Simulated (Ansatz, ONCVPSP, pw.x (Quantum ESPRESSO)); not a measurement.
Equation-of-state test of one ONCV potential (cadmium (Cd))

ONCVPSP 4.0.1.1 (patched build) input, shortened (lines: element, Z, core and valence counts, functional; n l f; lmax; l rc ep ncon nbas qcut; lloc lpopt rc5 dvloc0; l nproj debl; icmod fcfact rcfact), PBE, scalar-relativistic:

```
  Cd 48.00    6    4        4      upf
    1    0    2.00
    2    0    2.00
    2    1    6.00
    3    0    2.00
    3    1    6.00
    3    2   10.00
    4    0    2.00
    4    1    6.00
    4    2   10.00
    5    0    2.00
    2
    0    1.35    0.00    4    8   11.00
    1    1.25    0.00    5    9   13.00
    2    1.65    0.00    5   10   11.00
    4    5    0.95    3.00
    0    3    0.50
    1    1    0.60
    2    2    2.50
    0    0.00    0.00
```

Crystal test: diamond Cd in pw.x 7.5, no spin, 8³ k-points, Fermi–Dirac smearing 0.01 Ry, cutoffs 160/640 Ry. The lattice is a test structure that the element need not adopt, and mesh and smearing are coarse.

pw.x input:

```
&control
  calculation='scf', prefix='x', pseudo_dir='./', outdir='./tmp', tstress=.true., disk_io='none'
/
&system
  ibrav=0, nat=2, ntyp=1, ecutwfc=160, ecutrho=640, nbnd=30,
  occupations='smearing', smearing='fd', degauss=0.01
/
&electrons
  conv_thr=1e-09, mixing_beta=0.4, electron_maxstep=70
/
ATOMIC_SPECIES
Cd 1.0 Cd.UPF
CELL_PARAMETERS angstrom
  0.00000000 3.34707549 3.34707549
  3.34707549 0.00000000 3.34707549
  3.34707549 3.34707549 0.00000000
ATOMIC_POSITIONS crystal
Cd 0.0000 0.0000 0.0000
Cd 0.2500 0.2500 0.2500
K_POINTS automatic
8 8 8 0 0 0
```

```bash
pw.x < Cd.scf.in > Cd.scf.out
```

Q: How does the run end?

A: It converges; the pressure is -0.12 GPa against 0.03 GPa from all-electron LAPW.  The log shows:

```
     number of electrons       =        40.00
     number of Kohn-Sham states=           30
     kinetic-energy cutoff     =     160.0000  Ry
     charge density cutoff     =     640.0000  Ry
     scf convergence threshold =      1.0E-09
     Exchange-correlation= PBE
     number of k points=    29  Fermi-Dirac smearing, width (Ry)=  0.0100
     iteration #  1     ecut=   160.00 Ry     beta= 0.40
     total energy              =    -668.66466217 Ry
     estimated scf accuracy    <       0.01369263 Ry
     iteration #  2     ecut=   160.00 Ry     beta= 0.40
     total energy              =    -668.66691266 Ry
     estimated scf accuracy    <       0.00120464 Ry
     iteration #  3     ecut=   160.00 Ry     beta= 0.40
     total energy              =    -668.66696508 Ry
     estimated scf accuracy    <       0.00034987 Ry
     iteration #  4     ecut=   160.00 Ry     beta= 0.40
     total energy              =    -668.66699412 Ry
     estimated scf accuracy    <       0.00000740 Ry
     iteration #  5     ecut=   160.00 Ry     beta= 0.40
     total energy              =    -668.66699536 Ry
     estimated scf accuracy    <       0.00000255 Ry
     iteration #  6     ecut=   160.00 Ry     beta= 0.40
     total energy              =    -668.66699586 Ry
     estimated scf accuracy    <       0.00000001 Ry
     iteration #  7     ecut=   160.00 Ry     beta= 0.40
     the Fermi energy is     6.9083 ev
!    total energy              =    -668.66699586 Ry
     estimated scf accuracy    <          2.5E-10 Ry
     smearing contrib. (-TS)   =      -0.00485396 Ry
     The total energy is F=E-TS. E is the sum of the following terms:
     one-electron contribution =    -533.44765596 Ry
     hartree contribution      =     266.64413270 Ry
     xc contribution           =     -61.19456452 Ry
     ewald contribution        =    -340.66405412 Ry
     convergence has been achieved in   7 iterations
          total   stress  (Ry/bohr**3)                   (kbar)     P=       -1.21
     Message from routine punch:
     Nothing written, as per user request (disk_io='none')
```
